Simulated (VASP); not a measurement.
# Ni (P6_3/mmc) in VASP: notebook

Runs on Ni. Level: PBE. Tasks: single point.

Program: VASP 6.6.1. These are calculated values, not measurements. Logs are shortened: lines on timing, memory, paths and dates and some standing lists are left out, and cuts for length are marked.

## 1. The structure

Symmetry: P6_3/mmc, No. 194, hexagonal system. The conventional cell has a = 2.448 Å, b = 2.448 Å, c = 4.073 Å, α = 90.00°, β = 90.00°, γ = 120.00°. Around Ni (site symmetry -6m2) lie 12 Ni at 2.45 to 2.48 Å.

This isn't the form of Ni at room conditions, which is fcc.

## 2. Single point, PBE, collinear spin, ferromagnetic start

INCAR

```
  ADDGRID = F
  ALGO = Normal
  EDIFF = 1E-6
  ENCUT = 450
  GGA = PE
  ISIF = 2
  ISMEAR = -1
  ISPIN = 2
  LASPH = T
  LCHARG = F
  LMAXMIX = 4
  LORBIT = 11
  LREAL = F
  LWAVE = F
  MAGMOM = 1 1
  NBANDS = 21
  NELM = 100
  PREC = Accurate
  SIGMA = 0.1
```

KPOINTS

```
k-points
0
Gamma
  19 19 10
```

POSCAR

```
Ni
1.0
    2.4480228978      0.0000000000      0.0000000000
   -1.2240114489      2.1200500186      0.0000000000
    0.0000000000      0.0000000000      4.0728075700
Ni
2
Direct
    0.6666666667      0.3333333333      0.7500000000
    0.3333333333      0.6666666667      0.2500000000
```

Potentials or basis: VASP PAW PBE potentials, release 64 (Ni).

Started as:

```console
cat potpaw_PBE.64/Ni/POTCAR > POTCAR
mpirun -np 1 vasp_std > vasp.out
```

OUTCAR:

```text
EDIFF = 1E-6
   ENCUT = 450
   GGA = PE
   ISIF = 2
   ISMEAR = -1
   ISPIN = 2
   LASPH = T
   LORBIT = 11
   LREAL = F
   NELM = 100
   PREC = Accurate

 Found    240 irreducible k-points:

 Following reciprocal coordinates:
            Coordinates               Weight
  0.000000  0.000000  0.000000      1.000000
  0.052632 -0.000000  0.000000      6.000000
  0.105263 -0.000000  0.000000      6.000000
  0.157895  0.000000  0.000000      6.000000
  0.210526 -0.000000  0.000000      6.000000
  0.263158 -0.000000  0.000000      6.000000
   k-points           NKPTS =    240   k-points in BZ     NKDIM =    240   number of bands    NBANDS=     21
   number of dos      NEDOS =    301   number of ions     NIONS =      2
   total plane-waves  NPLWV =   9072
   dimension x,y,z NGX =    18 NGY =   18 NGZ =   28
   dimension x,y,z NGXF=    36 NGYF=   36 NGZF=   56
   ions per type =               2
   NGX,Y,Z   is equivalent  to a cutoff of  12.22, 12.22, 11.43 a.u.
   NGXF,Y,Z  is equivalent  to a cutoff of  24.45, 24.45, 22.86 a.u.
 SYSTEM =  unknown system
   PREC   = accura    normal or accurate (medium, high low for compatibility)
   ISTART =      0    job   : 0-new  1-cont  2-samecut
   ICHARG =      2    charge: 1-file 2-atom 10-const
   ISPIN  =      2    spin polarized calculation?
   LNONCOLLINEAR =      F non collinear calculations
   LSORBIT =      F    spin-orbit coupling
   LASPH  =      T    aspherical Exc in radial PAW
   ENCUT  =  450.0 eV  33.07 Ry    5.75 a.u.   4.23  4.23  7.04*2*pi/ulx,y,z
   NELM   =    100;   NELMIN=  2; NELMDL= -5     # of ELM steps
   EDIFF  = 0.1E-05   stopping-criterion for ELM
   LREAL  =      F    real-space projection
   EDIFFG = 0.1E-04   stopping-criterion for IOM
   NSW    =      0    number of steps for IOM
   IBRION =     -1    ionic relax: 0-MD 1-quasi-New 2-CG
   NFREE  =      0    steps in history (QN), initial steepest desc. (CG)
   ISIF   =      2    stress and relaxation
   ISYM   =      2    0-nonsym 1-usesym 2-fastsym
   POTIM  = 0.5000    time-step for ionic-motion
   TEBEG  =    0.0;   TEEND  =   0.0 temperature during run
   PSTRESS=    0.0 pullay stress
   NELECT =      20.0000    total number of electrons
   NUPDOWN=      -1.0000    fix difference up-down
   EMIN   =  10.00;   EMAX   =-10.00  energy-range for DOS
   EFERMI =   0.00;   METHOD = LEGACY
   ISMEAR =    -1;   SIGMA  =   0.10  broadening in eV -4-tet -1-fermi 0-gaus
   EFERMI_NEDOS =   21; number of points for ismear=-14 and -15
   IALGO  =     38    algorithm
   IMIX   =      4    mixing-type and parameters
     AMIX     =   0.40;   BMIX     =  1.00
     AMIX_MAG =   1.60;   BMIX_MAG =  1.00
  volume/ion in A,a.u.               =      10.57        71.32
  Fermi-wavevector in a.u.,A,eV,Ry     =   1.607187  3.037143 35.144518  2.583049
  Thomas-Fermi vector in A             =   2.703255
   LORBIT       =     11    0 simple, 1 ext, 2 COOP (PROOUT), +10 PAW based schemes
   GGA     = PE    functional components
   LHFCALC =     F    Hartree Fock is set to
   AEXX    =    0.0000 exact exchange contribution
   IVDW    =     0    specifies the selected vdW correction
   LEPSILON=     F    determine dielectric tensor
   LRPA    =     F    only Hartree local field effects (RPA)
 spin polarized calculation
  energy-cutoff  :      450.00
  volume of cell :       21.14
 maximum number of plane-waves:       476
 NGX is ok and might be reduce to    18
   NGX =  9   NGY =  9   NGZ = 15

 number of electron      19.9999992 magnetization       1.2223857

 Free energy of the ion-electron system (eV)
  ---------------------------------------------------
  ext. energy  EPLUGINS =         0.00000000
  ---------------------------------------------------
  free energy    TOTEN  =       -10.93609978 eV

  energy without entropy =      -10.81424039  energy(sigma->0) =      -10.87517009

 E-fermi :   9.8020     XC(G=0): -13.4264

 val. band max:        9.8012354792   @ k =   0.2632   0.2105   0.0000
 cond. band min:       9.8024631635   @ k =   0.3684  -0.0000   0.5000
 fundamental gap:      0.0012276843
 Fermi energy:         9.8020151307

 spin component 1

 k-point     1 :       0.0000    0.0000    0.0000
  band No.  band energies     occupation
      1       0.5756      1.00000
      2       4.7963      1.00000
      3       7.2500      1.00000
      4       7.4097      1.00000
      5       7.4097      1.00000
      6       7.6738      1.00000
[... 13 lines left out ...]
     20      36.5530      0.00000
     21      40.4748      0.00000

 k-point     2 :       0.0526   -0.0000    0.0000
  band No.  band energies     occupation
      1       0.6756      1.00000
      2       4.8599      1.00000
      3       7.2035      1.00000
      4       7.4450      1.00000
      5       7.4539      1.00000
      6       7.6498      1.00000
[... 13 lines left out ...]
     20      38.4467      0.00000
     21      39.3872      0.00000

 k-point     3 :       0.1053   -0.0000    0.0000
  band No.  band energies     occupation
      1       0.9721      1.00000
      2       5.0397      1.00000
      3       7.0888      1.00000
      4       7.5074      1.00000
      5       7.5831      1.00000
      6       7.6115      1.00000
[... 13 lines left out ...]
     20      39.4440      0.00000
     21      39.8626      0.00000

 k-point     4 :       0.1579    0.0000    0.0000
  band No.  band energies     occupation
      1       1.4538      1.00000
      2       5.2983      1.00000
      3       6.9402      1.00000
      4       7.1957      1.00000
      5       7.4409      1.00000
      6       7.7295      1.00000
[... 13 lines left out ...]
     20      38.7438      0.00000
     21      39.2465      0.00000

 k-point     5 :       0.2105   -0.0000    0.0000
  band No.  band energies     occupation
      1       2.0987      1.00000
      2       5.5580      1.00000
      3       6.7347      1.00000
      4       6.8095      1.00000
      5       7.3413      1.00000
      6       7.8420      1.00000
[... 13 lines left out ...]
     20      38.9949      0.00000
     21      39.1453      0.00000

 k-point     6 :       0.2632   -0.0000    0.0000
  band No.  band energies     occupation
      1       2.8657      1.00000
      2       5.6988      1.00000
      3       6.3563      1.00000
      4       6.7638      1.00000
      5       7.2992      1.00000
      6       7.7184      1.00000
[... 13 lines left out ...]
     20      38.1622      0.00000
     21      38.7759      0.00000

 [... further k-points ...]

 spin component 2

 k-point     1 :       0.0000    0.0000    0.0000
  band No.  band energies     occupation
      1       0.5509      1.00000
      2       5.1790      1.00000
      3       7.9289      1.00000
      4       8.0638      1.00000
      5       8.0638      1.00000
      6       8.3456      1.00000
[... 13 lines left out ...]
     20      36.6366      0.00000
     21      40.5521      0.00000

 k-point     2 :       0.0526   -0.0000    0.0000
  band No.  band energies     occupation
      1       0.6510      1.00000
      2       5.2465      1.00000
      3       7.8672      1.00000
      4       8.1097      1.00000
      5       8.1117      1.00000
      6       8.3190      1.00000
[... 13 lines left out ...]
     20      38.5006      0.00000
     21      39.3145      0.00000

 k-point     3 :       0.1053   -0.0000    0.0000
  band No.  band energies     occupation
      1       0.9480      1.00000
      2       5.4381      1.00000
      3       7.7321      1.00000
      4       8.1080      1.00000
      5       8.1789      1.00000
      6       8.2443      1.00000
[... 13 lines left out ...]
     20      39.5527      0.00000
     21      39.9385      0.00000

 k-point     4 :       0.1579    0.0000    0.0000
  band No.  band energies     occupation
      1       1.4316      1.00000
      2       5.7174      1.00000
      3       7.5612      1.00000
      4       7.5803      1.00000
      5       8.0939      1.00000
      6       8.4154      1.00000
[... 13 lines left out ...]
     20      38.7827      0.00000
     21      39.3270      0.00000

 k-point     5 :       0.2105   -0.0000    0.0000
  band No.  band energies     occupation
      1       2.0820      1.00000
      2       6.0085      1.00000
      3       7.1343      1.00000
      4       7.4011      1.00000
      5       7.9804      1.00000
      6       8.4760      1.00000
[... 13 lines left out ...]
     20      39.0637      0.00000
     21      39.1374      0.00000

 k-point     6 :       0.2632   -0.0000    0.0000
  band No.  band energies     occupation
      1       2.8638      1.00000
      2       6.1883      1.00000
      3       6.7713      1.00000
      4       7.3140      1.00000
      5       7.9277      1.00000
      6       8.3455      1.00000
[... 13 lines left out ...]
     20      38.2867      0.00000
     21      38.8044      0.00000

 [... further k-points ...]

------------------------ aborting loop because EDIFF is reached ----------------------------------------

  FORCE on cell =-STRESS in cart. coord.  units (eV):
  Direction    XX          YY          ZZ          XY          YZ          ZX
  --------------------------------------------------------------------------------------
  -------------------------------------------------------------------------------------
  Total        1.1017073      1.1017073      0.5788355      0.0000000      0.0000000      0.0000000
  in kB       83.5067050     83.5067050     43.8743053      0.0000000      0.0000000      0.0000000
  external PRESSURE =      70.2959051 kB  Pullay stress =       0.0000000 kB

 VOLUME and BASIS-vectors are now :
 -----------------------------------------------------------------------------
  energy-cutoff  :      450.00
  volume of cell :       21.14
      direct lattice vectors                 reciprocal lattice vectors
     2.448022898  0.000000000  0.000000000     0.408492911  0.235843492  0.000000000
    -1.224011449  2.120050019  0.000000000     0.000000000  0.471686984  0.000000000
     0.000000000  0.000000000  4.072807570     0.000000000  0.000000000  0.245530873

 POSITION                                       TOTAL-FORCE (eV/Angst)
 -----------------------------------------------------------------------------------
      1.22401      0.70668      3.05461        -0.000000      0.000000      0.000000
     -0.00000      1.41337      1.01820         0.000000     -0.000000      0.000000
 -----------------------------------------------------------------------------------
    total drift:                               -0.000000      0.000000     -0.000000

  FREE ENERGIE OF THE ION-ELECTRON SYSTEM (eV)
  ---------------------------------------------------
  free  energy   TOTEN  =       -10.9360997823 eV

  energy  without entropy=      -10.8142403909  energy(sigma->0) =      -10.87517009

 total charge

# of ion       s       p       d       tot
------------------------------------------
    1        0.510   0.524   8.331   9.364
    2        0.510   0.524   8.331   9.364
--------------------------------------------------
tot          1.019   1.047  16.662  18.728

 magnetization (x)

# of ion       s       p       d       tot
------------------------------------------
    1       -0.005  -0.024   0.648   0.620
    2       -0.005  -0.024   0.648   0.620
--------------------------------------------------
tot         -0.010  -0.047   1.296   1.239
```

Wall time 63 s (1 thread of AMD EPYC 9R45 (Zen 5), shared host); peak memory 0.19 GiB.

The run converged, but some of its settings lie outside the range that counts as converged, so its numbers aren't taken as properties of the crystal.

What came out:

| Quantity | Value |
| --- | --- |
| Free energy | -10.9361 eV |
| Pressure | 7.0 GPa |
| Band gap on the k mesh | none (metal or under the smearing width) |
| Net moment | 1.22 μB per cell |
| Site moments | Ni +0.62 μB |
| Valence electrons inside the program's atomic spheres | Ni 9.36 |

[end of part 1 of 2]
